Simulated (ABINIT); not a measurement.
# HfB2 (P6/mmm) in ABINIT: further runs

The runs below take HfB2 through single point, relaxation of cell and atoms, with PBEsol.

Program: ABINIT 10.8.3 (patched build). These are calculated values, not measurements. Logs are shortened: lines on timing, memory, paths and dates and some standing lists are left out, and cuts for length are marked. The log counts tension as positive stress, the text compression.

### Step 1. The crystal as given

The structure is hexagonal, space group P6/mmm (No. 191). Conventional cell: a = 3.140 Å, b = 3.140 Å, c = 3.480 Å, α = 90.00°, β = 90.00°, γ = 120.00°. Hf (site symmetry 6/mmm) is surrounded by 12 B at 2.51 Å. B (site symmetry -6m2) is surrounded by 3 B at 1.81 Å.

### Step 2. Single point, PBEsol

Input file run.abi:

```
pp_dirpath "./"
pseudos "Hf.upf, B.upf"

acell 5.9337400313 5.9337400314 6.5762469137
rprim
     1.0000000000     0.0000000000     0.0000000000
    -0.5000000000     0.8660254038     0.0000000000
     0.0000000000     0.0000000000     1.0000000000
ntypat 2
znucl 72 5
natom 3
typat 1 2 2
xcart
     0.0000000000     0.0000000000     0.0000000000
     1.5700000002     0.9064399225     1.7400000000
    -0.0000000002     1.8128798454     1.7400000000 Angstrom

ecut 34.0

kptopt 1
ngkpt 8 8 6
nshiftk 1
shiftk 0.0 0.0 0.0

ixc -116133

nband 13
occopt 3
tsmear 0.00183747

nstep 100
tolvrs 1.0e-10

iomode 3
prtwf 0
prtden 0
prteig 0
prtebands 0
```

Potentials or basis: PseudoDojo NC SR PBEsol v0.4.1 standard.

The run is started by

```
> abinit run.abi > log 2>&1
```

run.abo:

```text
.Version 10.8.3 of ABINIT
 Symmetries : space group P6/m m m (#191); Bravais hP (primitive hexag.)
================================================================================
 Values of the parameters that define the memory need of the present run
     intxc =       0    ionmov =       0      iscf =       7    lmnmax =       8
     lnmax =       8     mgfft =      36  mpssoang =       4    mqgrid =    3001
     natom =       3  nloc_mem =       1    nspden =       1   nspinor =       1
    nsppol =       1      nsym =      24    n1xccc =    2501    ntypat =       2
    occopt =       3   xclevel =       2
       mpw =        1919          nfft =       36864          nkpt =          40
================================================================================
================================================================================

--------------------------------------------------------------------------------
------------- Echo of variables that govern the present computation ------------
--------------------------------------------------------------------------------
 -outvars: echo values of preprocessed input variables --------
            acell      5.9337400313E+00  5.9337400314E+00  6.5762469137E+00 Bohr
              amu      1.78490000E+02  1.08110000E+01
             ecut      3.40000000E+01 Hartree
              ixc     -116133
         kptrlatt        8    0    0      0    8    0      0    0    6
          kptrlen      3.94574815E+01
            natom           3
            nband          13
            ngfft          32      32      36
             nkpt          40
            nstep         100
             nsym          24
           ntypat           2
           occopt           3
           prtden           0
        prtebands           0
           prteig           0
            prtwf           0
            rprim      1.0000000000E+00  0.0000000000E+00  0.0000000000E+00
                      -5.0000000000E-01  8.6602540380E-01  0.0000000000E+00
                       0.0000000000E+00  0.0000000000E+00  1.0000000000E+00
          spgroup         191
           tolvrs      1.00000000E-10
           tsmear      1.83747000E-03 Hartree
            typat      1  2  2
           xangst      0.0000000000E+00  0.0000000000E+00  0.0000000000E+00
                       1.5699999989E+00  9.0643992204E-01  1.7399999988E+00
                      -1.7639299913E-11  1.8128798441E+00  1.7399999988E+00
            xcart      0.0000000000E+00  0.0000000000E+00  0.0000000000E+00
                       2.9668700156E+00  1.7129232022E+00  3.2881234569E+00
                      -3.3333445888E-11  3.4258464045E+00  3.2881234569E+00
             xred      0.0000000000E+00  0.0000000000E+00  0.0000000000E+00
                       6.6666666667E-01  3.3333333333E-01  5.0000000000E-01
                       3.3333333333E-01  6.6666666667E-01  5.0000000000E-01
            znucl       72.00000    5.00000

================================================================================

 chkinp: Checking input parameters for consistency.

================================================================================
== DATASET  1 ==================================================================

--- !DatasetInfo
iteration_state: {dtset: 1, }
dimensions: {natom: 3, nkpt: 40, mband: 13, nsppol: 1, nspinor: 1, nspden: 1, mpw: 1919, }
cutoff_energies: {ecut:  34.0, pawecutdg:  -1.0, }
electrons: {nelect:   1.80000000E+01, charge:   0.00000000E+00, occopt:   3.00000000E+00, tsmear:   1.83747000E-03, }
meta: {optdriver: 0, ionmov: 0, optcell: 0, iscf: 7, paral_kgb: 0, }
...

 Real(R)+Recip(G) space primitive vectors, cartesian coordinates (Bohr,Bohr^-1):
 R(1)=  5.9337400  0.0000000  0.0000000  G(1)=  0.1685278  0.0972996  0.0000000
 R(2)= -2.9668700  5.1387696  0.0000000  G(2)=  0.0000000  0.1945991  0.0000000
 R(3)=  0.0000000  0.0000000  6.5762469  G(3)=  0.0000000  0.0000000  0.1520624
 Unit cell volume ucvol=  2.0052373E+02 bohr^3
 Angles (23,13,12)=  9.00000000E+01  9.00000000E+01  1.20000000E+02 degrees

 getcut: wavevector=  0.0000  0.0000  0.0000  ngfft=  32  32  36
         ecut(hartree)=     34.000   => boxcut(ratio)=   2.05455

--- Pseudopotential description ------------------------------------------------
- pspini: atom type   1  psp file is ./Hf.upf
12 -116133 3 -1 1656                          pspcod,pspxc,lmax,lloc,mmax
     nproj     2     2     2     2

- pspini: atom type   2  psp file is ./B.upf
12 -116133 1 -1 1534                          pspcod,pspxc,lmax,lloc,mmax
     nproj     2     2     0     0

   5.11090160E+02                                ecore*ucvol(ha*bohr**3)
--------------------------------------------------------------------------------

================================================================================

--- !BeginCycle
iteration_state: {dtset: 1, }
solver: {iscf: 7, nstep: 100, nline: 4, wfoptalg: 0, }
tolerances: {tolvrs: 1.00E-10, }
...

     iter   Etot(hartree)      deltaE(h)  residm     vres2
 ETOT  1  -62.288706204758    -6.229E+01 5.668E-02 4.207E+02
 ETOT  2  -62.355523849459    -6.682E-02 1.857E-01 1.055E+02
 ETOT  3  -62.373191492922    -1.767E-02 6.729E-03 7.884E-02
 ETOT  4  -62.373217801051    -2.631E-05 1.796E-02 2.674E-03
 ETOT  5  -62.373218262299    -4.612E-07 7.479E-03 5.982E-06
 ETOT  6  -62.373218263642    -1.343E-09 1.226E-02 2.118E-08
 ETOT  7  -62.373218263648    -6.004E-12 9.777E-03 8.269E-11

 At SCF step    7       vres2   =  8.27E-11 < tolvrs=  1.00E-10 =>converged.

 Cartesian components of stress tensor (hartree/bohr^3)
  sigma(1 1)=  1.12976002E-04  sigma(3 2)=  0.00000000E+00
  sigma(2 2)=  1.12976001E-04  sigma(3 1)=  0.00000000E+00
  sigma(3 3)=  1.64284167E-04  sigma(2 1)=  1.24772917E-13

--- !ResultsGS
iteration_state: {dtset: 1, }
comment   : Summary of ground state results
lattice_vectors:
- [  5.9337400,   0.0000000,   0.0000000, ]
- [ -2.9668700,   5.1387696,   0.0000000, ]
- [  0.0000000,   0.0000000,   6.5762469, ]
lattice_lengths: [   5.93374,    5.93374,    6.57625, ]
lattice_angles: [ 90.000,  90.000, 120.000, ] # degrees, (23, 13, 12)
lattice_volume:   2.0052373E+02
convergence: {deltae: -6.004E-12, res2:  8.269E-11, residm:  9.777E-03, diffor: null, }
etotal    :  -6.23732183E+01
entropy   :   0.00000000E+00
fermie    :   4.67060278E-01
cartesian_stress_tensor: # hartree/bohr^3
- [  1.12976002E-04,   1.24772917E-13,   0.00000000E+00, ]
- [  1.24772917E-13,   1.12976001E-04,   0.00000000E+00, ]
- [  0.00000000E+00,   0.00000000E+00,   1.64284167E-04, ]
pressure_GPa:  -3.8270E+00
xred      :
- [  0.0000E+00,   0.0000E+00,   0.0000E+00, Hf]
- [  6.6667E-01,   3.3333E-01,   5.0000E-01,  B]
- [  3.3333E-01,   6.6667E-01,   5.0000E-01,  B]
cartesian_forces: # hartree/bohr
- [  7.56309177E-30,   4.36655307E-30,  -0.00000000E+00, ]
- [ -3.78154588E-29,  -2.18327653E-29,  -0.00000000E+00, ]
- [  3.02523671E-29,   1.74662123E-29,  -0.00000000E+00, ]
force_length_stats: {min:   8.73310614E-30, max:   4.36655307E-29, mean:   2.91103538E-29, }
...

 Integrated electronic density in atomic spheres:
 ------------------------------------------------
 Atom  Sphere_radius  Integrated_density
    1        2.00000          8.51479721
    2        2.00000          2.69000980
    3        2.00000          2.69000980
================================================================================

 ----iterations are completed or convergence reached----

 Mean square residual over all n,k,spin=   28.534E-06; max=  97.766E-04
 reduced coordinates (array xred) for    3 atoms
       0.000000000000      0.000000000000      0.000000000000
       0.666666666667      0.333333333333      0.500000000000
       0.333333333333      0.666666666667      0.500000000000
 rms dE/dt=  1.0035E-28; max dE/dt=  2.6926E-28; dE/dt below (all hartree)
    1       0.000000000000      0.000000000000      0.000000000000
    2       0.000000000000      0.000000000000      0.000000000000
    3      -0.000000000000      0.000000000000      0.000000000000

 cartesian coordinates (angstrom) at end:
    1      0.00000000000000     0.00000000000000     0.00000000000000
    2      1.56999999891948     0.90643992204053     1.73999999882018
    3     -0.00000000001764     1.81287984408106     1.73999999882018

 cartesian forces (hartree/bohr) at end:
    1      0.00000000000000     0.00000000000000    -0.00000000000000
    2     -0.00000000000000    -0.00000000000000    -0.00000000000000
    3      0.00000000000000     0.00000000000000    -0.00000000000000
 frms,max,avg= 1.8865665E-29 3.7815459E-29   0.000E+00  0.000E+00  0.000E+00 h/b

 cartesian forces (eV/Angstrom) at end:
    1      0.00000000000000     0.00000000000000    -0.00000000000000
    2     -0.00000000000000    -0.00000000000000    -0.00000000000000
    3      0.00000000000000     0.00000000000000    -0.00000000000000
 frms,max,avg= 9.7011152E-28 1.9445491E-27   0.000E+00  0.000E+00  0.000E+00 e/A
 length scales=  5.933740031300  5.933740031400  6.576246913700 bohr
              =  3.139999997857  3.139999997910  3.479999997640 angstroms
 Fermi (or HOMO) energy (hartree) =   0.46706   Average Vxc (hartree)=  -0.48011
 Eigenvalues (hartree) for nkpt=  40  k points:
 kpt#   1, nband= 13, wtk=  0.00260, kpt=  0.0000  0.0000  0.0000 (reduced coord)
  -1.80524   -0.66157   -0.64325   -0.64325   -0.04340    0.34956    0.35473    0.35473
   0.36027    0.60812    0.60854    0.63305    0.63811
      occupation numbers for kpt#   1
   2.00000    2.00000    2.00000    2.00000    2.00000    2.00000    2.00000    2.00000
   2.00000    0.00000    0.00000    0.00000    0.00000
 prteigrs : prtvol=0 or 1, do not print more k-points.

--- !EnergyTerms
iteration_state     : {dtset: 1, }
comment             : Components of total free energy in Hartree
kinetic             :  1.87183946700342E+01
hartree             :  6.50140263683435E+00
xc                  : -1.67212340324753E+01
Ewald energy        : -4.88499196941104E+01
psp_core            :  2.54877645581085E+00
local_psp           : -2.72652241466417E+01
non_local_psp       :  2.69466808182391E+00
internal            : -6.23731360287241E+01
'-kT*entropy'       : -8.22349239111594E-05
total_energy        : -6.23732182636480E+01
total_energy_eV     : -1.69726173357700E+03
band_energy         : -5.02834956510289E+00
...

 Cartesian components of stress tensor (hartree/bohr^3)
  sigma(1 1)=  1.12976002E-04  sigma(3 2)=  0.00000000E+00
  sigma(2 2)=  1.12976001E-04  sigma(3 1)=  0.00000000E+00
  sigma(3 3)=  1.64284167E-04  sigma(2 1)=  1.24772917E-13

-Cartesian components of stress tensor (GPa)         [Pressure= -3.8270E+00 GPa]
- sigma(1 1)=  3.32386874E+00  sigma(3 2)=  0.00000000E+00
- sigma(2 2)=  3.32386872E+00  sigma(3 1)=  0.00000000E+00
- sigma(3 3)=  4.83340706E+00  sigma(2 1)=  3.67094595E-09

== END DATASET(S) ==============================================================
================================================================================

 -outvars: echo values of variables after computation  --------
            acell      5.9337400313E+00  5.9337400314E+00  6.5762469137E+00 Bohr
           etotal     -6.2373218264E+01
            fcart      7.5630917683E-30  4.3665530683E-30 -0.0000000000E+00
                      -3.7815458841E-29 -2.1832765341E-29 -0.0000000000E+00
                       3.0252367073E-29  1.7466212273E-29 -0.0000000000E+00
            rprim      1.0000000000E+00  0.0000000000E+00  0.0000000000E+00
                      -5.0000000000E-01  8.6602540380E-01  0.0000000000E+00
                       0.0000000000E+00  0.0000000000E+00  1.0000000000E+00
           strten      1.1297600223E-04  1.1297600134E-04  1.6428416680E-04
                       0.0000000000E+00  0.0000000000E+00  1.2477291680E-13
           xangst      0.0000000000E+00  0.0000000000E+00  0.0000000000E+00
                       1.5699999989E+00  9.0643992204E-01  1.7399999988E+00
                      -1.7639299913E-11  1.8128798441E+00  1.7399999988E+00
             xred      0.0000000000E+00  0.0000000000E+00  0.0000000000E+00
                       6.6666666667E-01  3.3333333333E-01  5.0000000000E-01
                       3.3333333333E-01  6.6666666667E-01  5.0000000000E-01
 Calculation completed.
```

Run time: 20 s. Hardware: 1 thread of Arm Neoverse V2, shared host; peak memory 0.07 GiB.

Results:

```
Free energy                                           : -1697.2617 eV
Pressure                                              : -3.8 GPa
Band gap on the k mesh                                : none (metal or under the smearing width)
Valence electrons inside the program's atomic spheres : Hf 8.51; B 2.69
```

Stress tensor (GPa, compression positive):
```
-3.32  0.00  0.00
 0.00 -3.32  0.00
 0.00  0.00 -4.83
```

### Step 3. Relaxation of cell and atoms, PBEsol

Input file run.abi:

```
pp_dirpath "./"
pseudos "Hf.upf, B.upf"

acell 3*1.0 Angstrom
rprim
     3.1400000000     0.0000000000     0.0000000000
    -1.5700000000     2.7193197679     0.0000000000
     0.0000000000     0.0000000000     3.4800000000
ntypat 2
znucl 72 5
natom 3
typat 1 2 2
chkprim 0
chksymtnons 0
tolsym 1.0e-6
xred
            0.0            0.0            0.0
            2/3            1/3            1/2
            1/3            2/3            1/2

ecut 38.0
ecutsm 0.5

kptopt 1
ngkpt 8 8 6
nshiftk 1
shiftk 0.0 0.0 0.0

ixc -116133

nband 13
occopt 3
tsmear 0.05 eV

nstep 80
tolvrs 1.0e-12

iomode 3
prteig 0
prtebands 0
prtwf 0
prtden 0

ionmov 2
optcell 2
ntime 50
tolmxf 2.0e-5
dilatmx 1.08
```

Potentials or basis: PseudoDojo NC SR PBEsol v0.4.1 standard.

The run is started by

```
> abinit run.abi > log 2>&1
```

Run time: 2.9 min. Hardware: 1 thread of Arm Neoverse V2, shared host; peak memory 0.09 GiB.

Results (log left out):

| Item | Value |
| --- | --- |
| Free energy | -1697.2705 eV |
| Relaxed volume | 9.76 Å³/atom |
| Relaxed cell | a = 3.131 Å, b = 3.131 Å, c = 3.450 Å, α = 90.00°, β = 90.00°, γ = 120.00° |
| Space group after relaxing (to 0.05 Å) | P6/mmm (No. 191) |
| Energy gained by relaxing | 1.8 meV/atom |
| Ionic steps | 6 |
| Pressure after relaxing | 0.0 GPa |
| Band gap on the k mesh | none (metal or under the smearing width) |

The path:
```
step  energy change (eV)  largest force (eV/Å)  pressure (GPa)  volume (Å³)
   1              0.0000                0.0000           -3.64        29.71
   2             -0.0049                0.0000           -0.84        29.39
   3             -0.0054                0.0000            0.09        29.28
   4             -0.0055                0.0000            0.14        29.27
   5             -0.0055                0.0000            0.03        29.28
   6             -0.0055                0.0000            0.00        29.28
```

Final structure:
```yaml
crystal:
  lattice:
    - [3.13065, 0.00000, 0.00000]
    - [-1.56533, 2.71122, 0.00000]
    - [0.00000, 0.00000, 3.44986]
  atoms:
    - { symbol: Hf, position: [0.00000, 0.00000, 0.00000] }
    - { symbol: B, position: [0.66667, 0.33333, 0.50000] }
    - { symbol: B, position: [0.33333, 0.66667, 0.50000] }
```

### Step 4. Single point, PBEsol (cell relaxed)

Input file run.abi:

```
pp_dirpath "./"
pseudos "Hf.upf, B.upf"

acell 3.13065005 3.130650058 3.44986305 Angstrom
rprim
     1.0000000000     0.0000000000     0.0000000000
    -0.5000000003     0.8660254036     0.0000000000
     0.0000000000     0.0000000000     1.0000000000
ntypat 2
znucl 72 5
natom 3
typat 1 2 2
xred
     0.0000000000     0.0000000000     0.0000000000
     0.6666666700     0.3333333300     0.5000000000
     0.3333333300     0.6666666700     0.5000000000
chkprim 0
chksymtnons 0
tolsym 1.0e-6

ecut 38.0

kptopt 1
ngkpt 8 8 6
nshiftk 1
shiftk 0.0 0.0 0.0

ixc -116133

nband 13
occopt 3
tsmear 0.00183747

nstep 100
tolvrs 1.0e-10

iomode 3
prtwf 0
prtden 0
prteig 0
prtebands 0
```

The run is started by

```
> abinit run.abi > log 2>&1
```

Wall time 26 s (1 thread of Arm Neoverse V2, shared host); peak memory 0.08 GiB.

The run converged. Its results:

```
Free energy                                           : -1697.2705 eV
Pressure                                              : 0.0 GPa
Band gap on the k mesh                                : none (metal or under the smearing width)
Valence electrons inside the program's atomic spheres : Hf 8.52; B 2.73
```

Levels at points of the mesh, in eV from the Fermi level:
```tsv
k point	band 6	band 7	band 8	band 9	band 10	band 11	band 12	band 13
(0.00, 0.00, 0.00)	-3.22	-3.14	-3.14	-2.86	3.89	3.90	4.61	4.83
(0.50, 0.00, 0.00)	-9.18	-4.33	-3.61	-3.12	2.04	2.58	5.54	5.60
(0.00, 0.00, 0.50)	-8.61	-1.35	-1.35	0.06	0.06	0.81	0.81	2.18
(0.50, 0.00, 0.50)	-7.65	-5.23	-4.95	-2.81	3.93	4.12	6.17	7.32
```

Spin-orbit coupling is left out, which matters for the levels of Hf.

### Step 5. Overview

```csv
task,cell,cutoff (eV),cell freedom (optcell),optimiser (ionmov),cutoff smearing ecutsm (Ha),force stop (Ha/bohr),gap on the mesh (eV),pressure (GPa)
single point,as given,925,-,-,-,-,none,-3.8
relaxation of cell and atoms,relaxed,1034,2,2,0.5,2e-05,none,0.0
single point,cell relaxed,1034,-,-,-,-,none,0.0
```

Alike in all rows: level PBEsol; potentials or basis PseudoDojo NC SR PBEsol v0.4.1 standard; no spin polarisation; k mesh 8 × 8 × 6; smearing fermi-dirac 0.05 eV.

Absolute energies hang on the potentials; compare differences alone.
